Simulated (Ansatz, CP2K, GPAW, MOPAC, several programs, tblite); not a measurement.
# Li2S: cheap methods against density-functional theory

How much accuracy does each second buy? Li2S is computed with 11 methods, from the cheapest up to r2SCAN.

The COD entry's cell or inner coordinates are ideal or old and differ from later refinements, so a difference from it is no clean test against experiment.

Computed with MOPAC, tblite, CP2K, GPAW, Ansatz (versions at each run) (no spin polarisation, static lattice; gaps from single points on the cell relaxed beforehand with r²SCAN, unless a step's input says otherwise).

**1. Starting point**

The structure is cubic, space group Fm-3m (No. 225). Conventional cell: a = 5.691 Å, b = 5.691 Å, c = 5.691 Å, α = 90.00°, β = 90.00°, γ = 90.00°. Around Li (site symmetry -43m) lie 4 S at 2.46 Å. S (site symmetry m-3m) has 8 Li at 2.46 Å as nearest neighbours.

Structure file:

```cif
data_structure
_symmetry_space_group_name_H-M 'Fm-3m'
_symmetry_Int_Tables_number 225
_cell_length_a 5.6906
_cell_length_b 5.6906
_cell_length_c 5.6906
_cell_angle_alpha 90.000
_cell_angle_beta 90.000
_cell_angle_gamma 90.000
_cell_volume 184.28
loop_
_atom_site_label
_atom_site_type_symbol
_atom_site_symmetry_multiplicity
_atom_site_Wyckoff_symbol
_atom_site_fract_x
_atom_site_fract_y
_atom_site_fract_z
_atom_site_occupancy
Li1 Li 8 c 0.25000 0.75000 0.75000 1
S1 S 4 a 0.00000 0.00000 0.00000 1
```

**Question.** The methods are PM6, PM7, GFN1-xTB (tblite), GFN2-xTB (tblite), PBE/DZVP, PBE/single-zeta, PBE/SZV, coarse PBE, GLLB-SC, PBE, r2SCAN. What gap does r2SCAN give on this cell, and which other methods (full PBE left aside) come nearest to r2SCAN and farthest in gap, volume and bulk modulus?

```
                                               quantity                                                                                        value
                                                 r2SCAN                                                        gap 3.87 eV, 15.36 Å³/atom, B₀ 42 GPa
         gap: nearest and farthest of the other methods                                                          PBE/DZVP (-0.10 eV), PM6 (+5.76 eV)
      volume: nearest and farthest of the other methods                                             coarse PBE (+1.6 %), GFN2-xTB (tblite) (+11.4 %)
bulk modulus: nearest and farthest of the other methods  GFN1-xTB (tblite), PBE/DZVP, PBE/SZV, coarse PBE (about 4 % off); GFN2-xTB (tblite) (-28 %)
```

In words: For the gap, of the 9 methods compared (full PBE left aside), PBE/DZVP comes nearest to r2SCAN and PM6 is farthest. Among the 5 methods compared for the volume (full PBE left aside), coarse PBE is nearest to r2SCAN and GFN2-xTB (tblite) farthest. For the bulk modulus (full PBE left aside), GFN1-xTB (tblite), PBE/DZVP, PBE/SZV, coarse PBE tie for nearest to r2SCAN; GFN2-xTB (tblite) is farthest. A minimal basis or a coarse cutoff and mesh shifts results by its own error, so closeness to r2SCAN can be chance. Cluster runs see only the k-points that fold onto the zone centre, so their gaps can miss the band edges. GLLB-SC is compared with its derivative discontinuity added. No volume is given for PM6, PM7, PBE/single-zeta, which can hide a larger miss. CPU times run from 0.28 s (coarse PBE) to 32 s (PBE/DZVP). On this cell PM6, PM7, GFN1-xTB (tblite), GFN2-xTB (tblite), PBE/DZVP, PBE/single-zeta, PBE/SZV, GLLB-SC cost more than r2SCAN itself (1.2 s), so they are no saving here. GFN2-xTB (tblite) disagrees with r2SCAN even on whether there is a gap. r2SCAN is a yardstick, not the truth: it usually gives gaps below the measured ones.
